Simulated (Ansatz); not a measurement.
The calculation used Ansatz, DFT r2SCAN, scalar-relativistic, plane waves, PAW. Settings: cutoff 500 eV, Γ-centred meshes no coarser than 0.19 Å⁻¹ for metals and 0.3 Å⁻¹ for insulators (2π included), Gaussian smearing.

These are static lattice energies at zero pressure. The comparison covers the computed candidates alone. For metals, differences of a few meV/atom aren't resolved. No dispersion correction is applied, so the spacing between layers, chains or molecules is poorly fixed, and with it the volume and density (Te2Mo P6_3/mmc). Spin–orbit coupling is left out. No run is spin-polarised.

6 distinct structures were compared, and only named types are asked about.

(1) Which is lower for Te2Mo, the 2H molybdenite or the cubic Laves (C15) structure, and by how much?

Results:

(1) The 2H molybdenite structure, by 2316 meV/atom. It takes 27.0 Å³/atom against 24.6.